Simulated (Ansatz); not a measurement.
SiC in the wurtzite structure, 4 atoms and 16 valence electrons in a cell of about 41 Å³, was run 9 times in the PAW code Ansatz, each time on 2 threads of Intel(R) Xeon(R) 6975P-C (Granite Rapids), on a shared host. The times are single readings and vary with the host's load.

```json
{"run": "G0W0, PBE, 67 empty bands, 80 eV", "k mesh": "6×6×4", "irreducible k": "21", "cutoff (eV)": "420", "plane waves": "785", "bands": "12", "SCF iterations": "6", "wall time": "10 s", "peak host memory (GiB)": "0.44"}
{"run": "G0W0, PBE, 155 empty bands, 140 eV", "k mesh": "6×6×4", "irreducible k": "21", "cutoff (eV)": "420", "plane waves": "785", "bands": "12", "SCF iterations": "6", "wall time": "32 s", "peak host memory (GiB)": "0.56"}
{"run": "G0W0, PBE, 285 empty bands, 210 eV", "k mesh": "6×6×4", "irreducible k": "21", "cutoff (eV)": "420", "plane waves": "785", "bands": "12", "SCF iterations": "6", "wall time": "2.2 min", "peak host memory (GiB)": "0.8"}
{"run": "G0W0, HSE06, 155 empty bands, 140 eV", "k mesh": "6×6×4", "irreducible k": "21", "cutoff (eV)": "420", "plane waves": "785", "bands": "12", "SCF iterations": "9", "wall time": "59 s", "peak host memory (GiB)": "1.1"}
{"run": "G0W0, LDA, 155 empty bands, 140 eV", "k mesh": "6×6×4", "irreducible k": "21", "cutoff (eV)": "420", "plane waves": "785", "bands": "12", "SCF iterations": "6", "wall time": "30 s", "peak host memory (GiB)": "0.56"}
{"run": "G0W0, r2SCAN, 155 empty bands, 140 eV", "k mesh": "6×6×4", "irreducible k": "21", "cutoff (eV)": "500", "plane waves": "1099", "bands": "12", "SCF iterations": "7", "wall time": "38 s", "peak host memory (GiB)": "0.66"}
{"run": "G0W0, PBE, 155 empty bands, 140 eV, plasmon pole", "k mesh": "6×6×4", "irreducible k": "21", "cutoff (eV)": "420", "plane waves": "785", "bands": "12", "SCF iterations": "6", "wall time": "35 s", "peak host memory (GiB)": "0.79"}
{"run": "G0W0, PBE, 67 empty bands, 80 eV", "k mesh": "9×9×4", "irreducible k": "36", "cutoff (eV)": "420", "plane waves": "785", "bands": "12", "SCF iterations": "6", "wall time": "41 s", "peak host memory (GiB)": "0.5"}
{"run": "G0W0, PBE, 155 empty bands, 140 eV, norm-conserving", "k mesh": "6×6×4", "irreducible k": "21", "cutoff (eV)": "1116", "plane waves": "3465", "bands": "12", "SCF iterations": "7", "wall time": "61 s", "peak host memory (GiB)": "0.81"}
```

The slowest run (G0W0, PBE, 285 empty bands, 210 eV) took about 13 times as long as the quickest (G0W0, PBE, 67 empty bands, 80 eV).
